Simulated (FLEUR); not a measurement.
# Sn (Fd-3m) in FLEUR: a series of runs, part 2 of 2

FLEUR MaX-R8.1 (later development tree). Earlier steps stand in the parts before.

### 5 Equation of state, PBEsol, 33.80 Å³/atom

inp.xml reads:

```xml
<?xml version="1.0" encoding="UTF-8" standalone="no"?>
<fleurInput fleurInputVersion="0.39">
   <comment>
      Sn                                                                                                  
   </comment>
   <calculationSetup>
      <cutoffs Kmax="4.12" Gmax="12.8" GmaxXC="12.8" numbands="0"/>
      <scfLoop itmax="60" minDistance="0.00001" maxIterBroyd="15" imix="Anderson" alpha="0.05" precondParam="0.0" spinf="2.0" sdNocoIR="T"/>
      <coreElectrons ctail="T" frcor="F" kcrel="0" coretail_lmax="0"/>
      <xcFunctional name="PBEs" relativisticCorrections="F"/>
      <magnetism jspins="1"/>
      <soc l_soc="F" theta="0.0" phi="0.0" spav="F"/>
      <expertModes spex="0" secvar="F"/>
      <geometryOptimization l_f="F" forcealpha="1.0" forcemix="BFGS" epsdisp="0.00001" epsforce="0.00001"/>
      <ldaU l_linMix="F" mixParam="0.05" spinf="1.0"/>
   </calculationSetup>
   <cell>
      <bzIntegration valenceElectrons="44.0" mode="hist" fermiSmearingEnergy="0.00183747">
         <kPointListSelection listName="default-1"/>
         <!-- k-points included here -->
         <xi:include xmlns:xi="http://www.w3.org/2001/XInclude" href="kpts.xml"> </xi:include>
      </bzIntegration>
      <!-- symmetry operations included here -->
      <xi:include xmlns:xi="http://www.w3.org/2001/XInclude" href="sym.xml"> </xi:include>
      <bulkLattice scale="1.0000000000">
         <bravaisMatrix>
            <row-1>    0.0000000000000000     6.1101323589473129     6.1101323589473129</row-1>
            <row-2>    6.1101323589473129     0.0000000000000000     6.1101323589473129</row-2>
            <row-3>    6.1101323589473129     6.1101323589473129     0.0000000000000000</row-3>
         </bravaisMatrix>
      </bulkLattice>
   </cell>
   <atomSpecies>
      <species name="Tin (Sn)" element="Sn" atomicNumber="50">
         <mtSphere radius="2.38" gridPoints="811" logIncrement="0.016"/>
         <atomicCutoffs lmax="10" lnonsphr="8"/>
         <electronConfig flipSpins="F">
            <coreConfig>(1s1/2) (2s1/2) (2p1/2) (2p3/2) (3s1/2) (3p1/2) (3p3/2) (3d3/2) (3d5/2)</coreConfig>
            <valenceConfig>(4s1/2) (4p1/2) (4p3/2) (5s1/2) (4d3/2) (4d5/2) (5p1/2) (5p3/2)</valenceConfig>
            <stateOccupation state="(5p1/2)" spinUp="0.333333" spinDown="0.333333"/>
            <stateOccupation state="(5p3/2)" spinUp="0.666667" spinDown="0.666667"/>
         </electronConfig>
         <energyParameters s="5" p="5" d="4" f="4"/>
         <lo type="SCLO" l="0" n="4" eDeriv="0"/>
         <lo type="SCLO" l="1" n="4" eDeriv="0"/>
         <lo type="SCLO" l="1" n="4" eDeriv="1"/>
         <lo type="SCLO" l="2" n="4" eDeriv="2"/>
         <lo type="SCLO" l="3" n="4" eDeriv="2"/>
      </species>
   </atomSpecies>
   <atomGroups>
      <atomGroup species="Tin (Sn)">
         <relPos label="                   1">-3.000/8.000 -3.000/8.000 -3.000/8.000</relPos>
         <relPos label="                   2">3.000/8.000 3.000/8.000 3.000/8.000</relPos>
         <force calculate="T" relaxXYZ="TTT"/>
      </atomGroup>
   </atomGroups>
   <output dos="F" band="F" slice="F">
      <checks vchk="F" cdinf="F"/>
      <bandDOS minEnergy="-.5*Htr" maxEnergy="0.5*Htr" sigma="0.015" storeEVData="T"/>
      <vacuumDOS vacdos="F" integ="F" star="F" nstars="0" locx1="0.0" locy1="0.0" locx2="0.0" locy2="0.0" nstm="0" tworkf="0.0"/>
      <unfoldingBand unfoldBand="F" supercellX="1" supercellY="1" supercellZ="1"/>
      <plotting iplot="0" polar="F">
         <plot TwoD="T" vec1="  1.0  0.0  0.0" vec2="  0.0  1.0  0.0" vec3="  0.0  0.0  1.0" zero="  0.0  0.0  0.0" file="plot"/>
      </plotting>
      <chargeDensitySlicing numkpt="0" minEigenval="0.0" maxEigenval="0.0" nnne="0" pallst="F"/>
      <specialOutput eonly="F"/>
      <moessbauerParams electricFieldGradient="T" isomerShift="T" coreHyperfine="T" valenceHyperfine="T"/>
      <magneticCircularDichroism mcd="F" energyLo="-10.0" energyUp="0.0"/>
   </output>
  <!-- We include the file relax.xml here to enable relaxations (see documentation) -->
  <xi:include xmlns:xi="http://www.w3.org/2001/XInclude" href="relax.xml"> <xi:fallback/> </xi:include>
</fleurInput>
```

The run is started by

```bash
$ inpgen -f crystal.txt -profile fastHighL
$ # inp.xml edited to the form shown
$ fleur_MPI
```

Run time: 37 s. Hardware: 1 thread of Intel Xeon Platinum 8259CL at 2.50GHz (Skylake/Cascade Lake), shared host; peak memory 0.08 GiB.

It converged, with:

| Quantity | Value |
| --- | --- |
| Free energy | -336134.0309 eV |
| Band gap on the k mesh | none (metal or under the smearing width) |
| Valence electrons inside the program's atomic spheres | Sn 19.66 (radii Sn 2.38 bohr) |

### 6 Equation of state, PBEsol, 35.16 Å³/atom (volume scaled by 1.04)

inp.xml, as its differences from that of step 5:

```diff
@@ -24,3 +24,3 @@
       <xi:include xmlns:xi="http://www.w3.org/2001/XInclude" href="sym.xml"> </xi:include>
-      <bulkLattice scale="1.0000000000">
+      <bulkLattice scale="1.0131594038">
          <bravaisMatrix>
```

Potentials or basis: all-electron, FLAPW.

The run is started by

```bash
$ inpgen -f crystal.txt -profile fastHighL
$ # inp.xml edited to the form shown
$ fleur_MPI
```

Wall time 43 s (1 thread of Intel Xeon Platinum 8259CL at 2.50GHz (Skylake/Cascade Lake), shared host); peak memory 0.08 GiB.

It converged, with:

```
Free energy                                           : -336134.0419 eV
Band gap on the k mesh                                : none (metal or under the smearing width)
Valence electrons inside the program's atomic spheres : Sn 19.63 (radii Sn 2.38 bohr)
```

### 7 Equation of state, PBEsol, 35.83 Å³/atom (volume scaled by 1.06)

inp.xml, as its differences from that of step 6:

```diff
@@ -24,3 +24,3 @@
       <xi:include xmlns:xi="http://www.w3.org/2001/XInclude" href="sym.xml"> </xi:include>
-      <bulkLattice scale="1.0131594038">
+      <bulkLattice scale="1.0196128224">
          <bravaisMatrix>
```

The run is started by

```bash
$ inpgen -f crystal.txt -profile fastHighL
$ # inp.xml edited to the form shown
$ fleur_MPI
```

Run time: 47 s. Hardware: 1 thread of Intel Xeon Platinum 8259CL at 2.50GHz (Skylake/Cascade Lake), shared host; peak memory 0.08 GiB.

It converged, with:

```yaml
Free_energy: -336134.0368 eV
Band_gap_on_the_k_mesh: none (metal or under the smearing width)
Valence_electrons_inside_the_program's_atomic_spheres: Sn 19.62 (radii Sn 2.38 bohr)
```

### 8 Equation of state, PBEsol

Potentials or basis: all-electron, FLAPW.

No new run: the results of the series are fitted here.

Results:

| Property | Result |
| --- | --- |
| Equilibrium volume | 34.98 Å³/atom |
| Bulk modulus | 41 GPa |
| Pressure derivative of the bulk modulus | 5.3 (rough: it moves with the points fitted) |

Energy against volume, from the lowest point:
| volume (Å³/atom) | energy (meV/atom) |
| --- | --- |
| 31.775 | 46.00 |
| 32.451 | 27.30 |
| 33.803 | 5.48 |
| 35.155 | 0.00 |
| 35.831 | 2.54 |
